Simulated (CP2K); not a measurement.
# Ag (Fm-3m) in CP2K: settings compared

One crystal, Ag, is run at these levels: PBEsol, LDA; tasks: band structure.

Program: CP2K 2026.2. These are calculated values, not measurements. Logs are shortened: lines on timing, memory, paths and dates and some standing lists are left out, and cuts for length are marked.

### Step 1. The structure

Symmetry: Fm-3m, No. 225, cubic system. Conventional cell: a = 4.085 Å, b = 4.085 Å, c = 4.085 Å, α = 90.00°, β = 90.00°, γ = 90.00°. Ag (site symmetry m-3m) is surrounded by 12 Ag at 2.89 Å.

### Step 2. Band structure, PBEsol

ag_bands.inp reads:

```
&GLOBAL
  PROJECT ag_bands
  RUN_TYPE ENERGY_FORCE
  PRINT_LEVEL LOW
&END GLOBAL
&FORCE_EVAL
  METHOD QS
  STRESS_TENSOR ANALYTICAL
  &DFT
    BASIS_SET_FILE_NAME BASIS_MOLOPT_UZH
    POTENTIAL_FILE_NAME POTENTIAL_UZH
    &MGRID
      CUTOFF 450
      REL_CUTOFF 60
      NGRIDS 5
    &END MGRID
    &QS
      METHOD GPW
      EPS_DEFAULT 1.0E-10
    &END QS
    &KPOINTS
      SCHEME MONKHORST-PACK 11 11 11
      GAMMA_CENTERED T
      SYMMETRY T
      SYMMETRY_BACKEND SPGLIB
    &END KPOINTS
    &SCF
      SCF_GUESS ATOMIC
      EPS_SCF 1.0E-6
      MAX_SCF 100
      ADDED_MOS 11
      CHOLESKY OFF
      EPS_EIGVAL 1.0E-7
      &DIAGONALIZATION ON
        ALGORITHM STANDARD
      &END DIAGONALIZATION
      &MIXING ON
        METHOD BROYDEN_MIXING
        ALPHA 0.4
        BETA 1.5
        NBUFFER 8
      &END MIXING
      &SMEAR ON
        METHOD FERMI_DIRAC
        ELECTRONIC_TEMPERATURE [K] 1160.452
      &END SMEAR
    &END SCF
    &XC
      &XC_FUNCTIONAL
        &GGA_X_PBE_SOL
        &END GGA_X_PBE_SOL
        &GGA_C_PBE_SOL
        &END GGA_C_PBE_SOL
      &END XC_FUNCTIONAL
    &END XC
    &PRINT
      &KPOINTS ON
      &END KPOINTS
      &MULLIKEN ON
      &END MULLIKEN
      &MO ON
        ENERGIES T
        OCCUPATION_NUMBERS T
        &EACH
          QS_SCF 0
        &END EACH
        ADD_LAST NUMERIC
      &END MO
      &BAND_STRUCTURE
        FILE_NAME bands.bs
        ADDED_MOS 2
        &KPOINT_SET
          UNITS B_VECTOR
          NPOINTS 8
          SPECIAL_POINT GAMMA 0.00000000 0.00000000 0.00000000
          SPECIAL_POINT X 0.50000000 0.00000000 0.50000000
          SPECIAL_POINT W 0.50000000 0.25000000 0.75000000
          SPECIAL_POINT K 0.37500000 0.37500000 0.75000000
          SPECIAL_POINT GAMMA 0.00000000 0.00000000 0.00000000
          SPECIAL_POINT L 0.50000000 0.50000000 0.50000000
          SPECIAL_POINT U 0.62500000 0.25000000 0.62500000
          SPECIAL_POINT W 0.50000000 0.25000000 0.75000000
          SPECIAL_POINT L 0.50000000 0.50000000 0.50000000
          SPECIAL_POINT K 0.37500000 0.37500000 0.75000000
        &END KPOINT_SET
        &KPOINT_SET
          UNITS B_VECTOR
          NPOINTS 8
          SPECIAL_POINT U 0.62500000 0.25000000 0.62500000
          SPECIAL_POINT X 0.50000000 0.00000000 0.50000000
        &END KPOINT_SET
      &END BAND_STRUCTURE
    &END PRINT
  &END DFT
  &SUBSYS
    &CELL
      ABC 2.8888847545 2.8888847545 2.8888847546
      ALPHA_BETA_GAMMA 60.0000000005 59.9999999996 59.9999999991
      PERIODIC XYZ
    &END CELL
    &COORD
      SCALED
      Ag  0.0000000000 0.0000000000 0.0000000000
    &END COORD
    &KIND Ag
      BASIS_SET TZVP-MOLOPT-PBE-GTH-q11
      POTENTIAL GTH-PBE-q11
    &END KIND
    &PRINT
      &ATOMIC_COORDINATES ON
      &END ATOMIC_COORDINATES
      &CELL ON
      &END CELL
    &END PRINT
  &END SUBSYS
  &PRINT
    &FORCES ON
    &END FORCES
    &STRESS_TENSOR ON
    &END STRESS_TENSOR
  &END PRINT
&END FORCE_EVAL
```

Potentials or basis: POTENTIAL_UZH Ag GTH-PBE-q11; TZVP-MOLOPT-PBE-GTH basis.

Started as:

```
> OMP_NUM_THREADS=1 cp2k.psmp -i ag_bands.inp -o ag_bands.out
```

ag_bands.out:

```text

 CP2K| version string:                                       CP2K version 2026.2
 CP2K| Input file name                                              ag_bands.inp

 GLOBAL| Force Environment number                                              1
 GLOBAL| Basis set file name                                    BASIS_MOLOPT_UZH
 GLOBAL| Potential file name                                       POTENTIAL_UZH
 GLOBAL| MM Potential file name                                     MM_POTENTIAL
 GLOBAL| Coordinate file name                                      __STD_INPUT__
 GLOBAL| Method name                                                        CP2K
 GLOBAL| Project name                                                   ag_bands
 GLOBAL| Run type                                                   ENERGY_FORCE
 GLOBAL| FFT library                                                       FFTW3
[... 6 lines left out ...]
 GLOBAL| Total number of message passing processes                             1
 GLOBAL| Number of threads for this process                                    1
 GLOBAL| CPU model name            Intel(R) Xeon(R) Platinum 8375C CPU @ 2.90GHz

 CELL| Volume [angstrom^3]:                                            17.048087
 CELL| Vector a [angstrom]:       2.889     0.000     0.000   |a| =     2.888885
 CELL| Vector b [angstrom]:       1.444     2.502     0.000   |b| =     2.888885
 CELL| Vector c [angstrom]:       1.444     0.834     2.359   |c| =     2.888885
 CELL| Angle (b,c), alpha [degree]:                                    60.000000
 CELL| Angle (a,c), beta  [degree]:                                    60.000000
 CELL| Angle (a,b), gamma [degree]:                                    60.000000
 CELL| Numerically orthorhombic:                                              NO
 CELL| Periodicity                                                           XYZ

 CELL_REF| Volume [angstrom^3]:                                        17.048087
 CELL_REF| Vector a [angstrom     2.889     0.000     0.000   |a| =     2.888885
 CELL_REF| Vector b [angstrom     1.444     2.502     0.000   |b| =     2.888885
 CELL_REF| Vector c [angstrom     1.444     0.834     2.359   |c| =     2.888885
 CELL_REF| Angle (b,c), alpha [degree]:                                60.000000
 CELL_REF| Angle (a,c), beta  [degree]:                                60.000000
 CELL_REF| Angle (a,b), gamma [degree]:                                60.000000
 CELL_REF| Numerically orthorhombic:                                          NO
 CELL_REF| Periodicity                                                       XYZ
[... 9 lines left out ...]
 TOTAL NUMBERS AND MAXIMUM NUMBERS

  Total number of            - Atomic kinds:                                   1
                             - Atoms:                                          1
                             - Shell sets:                                     1
                             - Shells:                                        10
                             - Primitive Cartesian functions:                  5
                             - Cartesian basis functions:                     40
                             - Spherical basis functions:                     34

  Maximum angular momentum of- Orbital basis functions:                        3
                             - Local part of the GTH pseudopotential:          0
                             - Non-local part of the GTH pseudopotential:      4

 MODULE QUICKSTEP: ATOMIC COORDINATES IN ANGSTROM

   Atom Kind Element         X             Y             Z       Z(eff)     Mass
      1    1 Ag   47      0.000000      0.000000      0.000000  11.0000 107.8682

 SCF PARAMETERS         Density guess:                                    ATOMIC
                        --------------------------------------------------------
                        max_scf:                                             100
[... 7 lines left out ...]
                        --------------------------------------------------------
                        level_shift [a.u.]:                             0.000000
                        added MOs                                        11    0
                        --------------------------------------------------------
                        Mixing method:                            BROYDEN_MIXING
                                                charge density mixing in g-space
                        --------------------------------------------------------
                        Smear method:                                FERMI_DIRAC
                        Electronic temperature [K]:                       1160.5
                        Electronic temperature [a.u.]:                  3.67E-03
                        Accuracy threshold:                             1.00E-10
                        --------------------------------------------------------
                        No outer SCF

 *******************************************************************************
                                    Kpoints
 *******************************************************************************
[... 14 lines left out ...]
 BRILLOUIN|     5           0.01803       -0.45455       -0.45455       -0.09091
 BRILLOUIN|     6           0.00451       -0.45455       -0.45455        0.00000
[... 32 lines left out ...]
 BRILLOUIN|    39           0.01803       -0.36364       -0.27273       -0.27273
 BRILLOUIN|    40           0.03606       -0.36364       -0.27273       -0.18182
 [... further k-points ...]
 *******************************************************************************

 Extrapolation method: initial_guess

 Number of electrons:                                                         11
 Number of occupied orbitals:                                                  6
 Number of molecular orbitals:                                                17

 Number of orbital functions:                                                 34
 Number of independent orbital functions:                                     34

 SCF WAVEFUNCTION OPTIMIZATION

  Step     Update method      Time    Convergence         Total energy    Change
  ------------------------------------------------------------------------------
     1 NoMix/Diag. 0.40E+00   15.2     0.22108115       -37.0743306692 -3.71E+01
     2 Broy./Diag. 0.40E+00   12.4     0.06581349       -38.0036132573 -9.29E-01
     3 Broy./Diag. 0.40E+00   13.9     0.04748453       -37.4080657231  5.96E-01
     4 Broy./Diag. 0.40E+00   13.8     0.00446941       -37.0666808520  3.41E-01
     5 Broy./Diag. 0.40E+00   14.8     0.00334870       -37.0444976641  2.22E-02
     6 Broy./Diag. 0.40E+00   12.3     0.00041194       -37.0645788254 -2.01E-02
     7 Broy./Diag. 0.40E+00   12.0     0.00026989       -37.0643826399  1.96E-04
     8 Broy./Diag. 0.40E+00   12.0     0.00003942       -37.0626142431  1.77E-03
     9 Broy./Diag. 0.40E+00   11.1     0.00001297       -37.0629582329 -3.44E-04
    10 Broy./Diag. 0.40E+00   10.7     0.00000419       -37.0630205493 -6.23E-05
    11 Broy./Diag. 0.40E+00   10.6     0.00000024       -37.0629944682  2.61E-05

  *** SCF run converged in    11 steps ***

  Electronic density on regular grids:        -10.9999999988        0.0000000012
  Core density on regular grids:               10.9999999984       -0.0000000016
  Total charge density on r-space grids:       -0.0000000004
  Total charge density g-space grids:          -0.0000000004

  Overlap energy of the core charge distribution:               0.00000000208518
  Self energy of the core charge distribution:                -59.61021713739781
  Core Hamiltonian energy:                                     20.09950537180626
  Hartree energy:                                               8.20230699193819
  Exchange-correlation energy:                                 -5.75426819702653
  Electronic entropic energy:                                  -0.00032149980529
  Fermi energy:                                                 0.28644486634491

  Total energy:                                               -37.06299446815908
  Total energy (extrapolated to T->0):                        -37.06283371825643

 MO| EIGENVALUES AND OCCUPATION NUMBERS FOR K POINT 1
 MO|
 MO|  Index      Eigenvalue [a.u.]        Eigenvalue [eV]             Occupation
 MO|      1               0.046464               1.264347               2.000000
 MO|      2               0.104764               2.850765               2.000000
 MO|      3               0.104764               2.850766               2.000000
 MO|      4               0.171562               4.668429               2.000000
 MO|      5               0.171562               4.668433               2.000000
 MO|      6               0.246387               6.704523               1.999963
[... 298 lines left out ...]
 MO|      6               0.243840               6.635231               1.999982
[... 9 lines left out ...]
 MO|     16               1.752717              47.693853               0.000000
 MO|     17               1.826846              49.710997               0.000000
 MO| Sum:                                                              11.999982
 MO| E(Fermi):            0.286445 a.u.          7.794561 eV

 [... the levels of further k-points ...]

 !-----------------------------------------------------------------------------!
                     Mulliken Population Analysis

 #  Atom  Element  Kind  Atomic population                           Net charge
       1     Ag       1         11.000000                             -0.000000
 # Total charge                             11.000000                 -0.000000

 !-----------------------------------------------------------------------------!

 KPOINTS| Band Structure Calculation
 KPOINTS| Number of k-point sets                                               2
 KPOINTS| Number of added MOs/bands                                            2
 KPOINTS| Number of k-points in set    1                                      73
 KPOINTS| In units of b-vector [2pi/Bohr]
 KPOINTS| Special point     1       GAMMA     0.000000     0.000000     0.000000
 KPOINTS| Special point     2           X     0.500000     0.000000     0.500000
 KPOINTS| Special point     3           W     0.500000     0.250000     0.750000
 KPOINTS| Special point     4           K     0.375000     0.375000     0.750000
 KPOINTS| Special point     5       GAMMA     0.000000     0.000000     0.000000
 KPOINTS| Special point     6           L     0.500000     0.500000     0.500000
 KPOINTS| Special point     7           U     0.625000     0.250000     0.625000
 KPOINTS| Special point     8           W     0.500000     0.250000     0.750000
 KPOINTS| Special point     9           L     0.500000     0.500000     0.500000
 KPOINTS| Special point    10           K     0.375000     0.375000     0.750000
 KPOINTS| Number of k-points in set    2                                       9
 KPOINTS| In units of b-vector [2pi/Bohr]
 KPOINTS| Special point     1           U     0.625000     0.250000     0.625000
 KPOINTS| Special point     2           X     0.500000     0.000000     0.500000

 ENERGY| Total FORCE_EVAL ( QS ) energy [hartree]            -37.062993627646264

 FORCES| Atomic forces [hartree/bohr]
 FORCES|   Atom     x               y               z               |f|
 FORCES|      1 -3.84107551E-15  2.64490608E-15 -1.89206282E-15   5.03282137E-15
 FORCES| Sum    -3.84107551E-15  2.64490608E-15 -1.89206282E-15
 FORCES| Total atomic force                                       5.03282137E-15

 STRESS| Analytical stress tensor [bar]
 STRESS|                        x                   y                   z
 STRESS|      x       -2.20420646071E+04  -4.76481492162E-02   1.32792947043E-02
 STRESS|      y       -4.76481492162E-02  -2.20420134095E+04  -3.43820072172E-01
 STRESS|      z        1.32792947043E-02  -3.43820072172E-01  -2.20422563024E+04
 STRESS| 1/3 Trace                                            -2.20421114397E+04
 STRESS| Determinant                                          -1.07092629247E+13

 STRESS| Eigenvectors and eigenvalues of the analytical stress tensor [bar]
 STRESS|                        1                   2                   3
 STRESS| Eigenvalues  -2.20425001375E+04  -2.20420711642E+04  -2.20417630173E+04
 STRESS|      x           0.038518444169      0.987507925071     -0.152788832642
 STRESS|      y           0.579044819378      0.102555855838      0.808819753459
 STRESS|      z           0.814385305989     -0.119626060516     -0.567861056100
```

Wall time 2.7 min (1 thread of Intel Xeon Platinum 8375C at 2.90GHz (Ice Lake), shared host); peak memory 0.37 GiB.

Results:

```
Free energy            : -1008.5353 eV
Pressure               : -2.2 GPa
Band gap on the k mesh : none (metal or under the smearing width)
```

Levels at the corners of the path, in eV from the Fermi level:
```
point  band 2  band 3  band 4  band 5  band 6  band 7  band 8  band 9
    Γ   -4.93   -4.93   -4.93   -3.90   -3.90   18.80   21.49   21.49
    X   -6.43   -3.13   -2.88   -2.88    1.38    6.66   10.87   10.87
    W   -5.22   -5.22   -3.89   -2.88    5.98    5.98    7.20    8.82
    K   -5.73   -4.23   -3.68   -3.17    4.19    5.30    7.25   13.03
    Γ   -4.93   -4.93   -4.93   -3.90   -3.90   18.80   21.49   21.49
    L   -4.96   -4.96   -3.09   -3.09   -0.66    3.47   18.38   18.38
    U   -5.73   -4.23   -3.68   -3.17    4.19    5.30    7.25   13.03
    W   -5.22   -5.22   -3.89   -2.88    5.98    5.98    7.20    8.82
    L   -4.96   -4.96   -3.09   -3.09   -0.66    3.47   18.38   18.38
    K   -5.73   -4.23   -3.68   -3.17    4.19    5.30    7.25   13.03
    U   -5.73   -4.23   -3.68   -3.17    4.19    5.30    7.25   13.03
    X   -6.43   -3.13   -2.88   -2.88    1.38    6.66   10.87   10.87
```

Caveat: the potentials were made for another functional, which shifts forces and pressure; the basis of atomic orbitals isn't converged, which shifts pressures, moduli and gaps.

### Step 3. Band structure, LDA

ag_bands.inp, as its differences from that of step 2:

```diff
@@ -10,3 +10,3 @@
     BASIS_SET_FILE_NAME BASIS_MOLOPT_UZH
-    POTENTIAL_FILE_NAME POTENTIAL_UZH
+    POTENTIAL_FILE_NAME GTH_POTENTIALS
     &MGRID
@@ -18,3 +18,3 @@
       METHOD GPW
-      EPS_DEFAULT 1.0E-10
+      EPS_DEFAULT 1.0E-9
     &END QS
@@ -44,3 +44,3 @@
         METHOD FERMI_DIRAC
-        ELECTRONIC_TEMPERATURE [K] 1160.452
+        ELECTRONIC_TEMPERATURE [K] 580.226
       &END SMEAR
@@ -49,6 +49,6 @@
       &XC_FUNCTIONAL
-        &GGA_X_PBE_SOL
-        &END GGA_X_PBE_SOL
-        &GGA_C_PBE_SOL
-        &END GGA_C_PBE_SOL
+        &LDA_X
+        &END LDA_X
+        &LDA_C_PW
+        &END LDA_C_PW
       &END XC_FUNCTIONAL
@@ -70,6 +70,6 @@
         FILE_NAME bands.bs
-        ADDED_MOS 2
+        ADDED_MOS 4
         &KPOINT_SET
           UNITS B_VECTOR
-          NPOINTS 8
+          NPOINTS 10
           SPECIAL_POINT GAMMA 0.00000000 0.00000000 0.00000000
@@ -87,3 +87,3 @@
           UNITS B_VECTOR
-          NPOINTS 8
+          NPOINTS 10
           SPECIAL_POINT U 0.62500000 0.25000000 0.62500000
@@ -96,4 +96,5 @@
     &CELL
-      ABC 2.8888847545 2.8888847545 2.8888847546
-      ALPHA_BETA_GAMMA 60.0000000005 59.9999999996 59.9999999991
+      A 2.8888847545 0.0000000000 0.0000000000
+      B 1.4444423773 2.5018475860 0.0000000000
+      C 1.4444423773 0.8339491953 2.3587645248
       PERIODIC XYZ
@@ -106,3 +107,3 @@
       BASIS_SET TZVP-MOLOPT-PBE-GTH-q11
-      POTENTIAL GTH-PBE-q11
+      POTENTIAL GTH-PADE-q11
     &END KIND
@@ -113,2 +114,4 @@
       &END CELL
+      &SYMMETRY ON
+      &END SYMMETRY
     &END PRINT
```

Potentials or basis: GTH_POTENTIALS Ag GTH-PADE-q11; TZVP-MOLOPT-PBE-GTH basis.

Started as:

```
> OMP_NUM_THREADS=1 cp2k.psmp -i ag_bands.inp -o ag_bands.out
```

Wall time 2.3 min (1 thread of Intel Xeon Platinum 8375C at 2.90GHz (Ice Lake), shared host); peak memory 0.36 GiB.

Results (log left out):

| Item | Value |
| --- | --- |
| Free energy | -1006.4173 eV |
| Pressure | -7.6 GPa |
| Band gap on the k mesh | none (metal or under the smearing width) |

Levels at the corners of the path, in eV from the Fermi level:
| point | band 3 | band 4 | band 5 | band 6 | band 7 | band 8 |
| --- | --- | --- | --- | --- | --- | --- |
| Γ | -5.05 | -5.05 | -4.01 | -4.01 | 18.97 | 21.24 |
| X | -3.24 | -2.99 | -2.99 | 1.35 | 6.55 | 10.77 |
| W | -5.33 | -4.00 | -2.99 | 5.95 | 5.95 | 6.97 |
| K | -4.34 | -3.78 | -3.27 | 4.16 | 5.20 | 7.13 |
| Γ | -5.05 | -5.05 | -4.01 | -4.01 | 18.97 | 21.24 |
| L | -5.07 | -3.20 | -3.20 | -0.66 | 3.37 | 18.11 |
| U | -4.34 | -3.78 | -3.27 | 4.16 | 5.20 | 7.13 |
| W | -5.33 | -4.00 | -2.99 | 5.95 | 5.95 | 6.97 |
| L | -5.07 | -3.20 | -3.20 | -0.66 | 3.37 | 18.11 |
| K | -4.34 | -3.78 | -3.27 | 4.16 | 5.20 | 7.13 |
| U | -4.34 | -3.78 | -3.27 | 4.16 | 5.20 | 7.13 |
| X | -3.24 | -2.99 | -2.99 | 1.35 | 6.55 | 10.77 |

Caveat: the basis of atomic orbitals isn't converged, which shifts pressures, moduli and gaps.
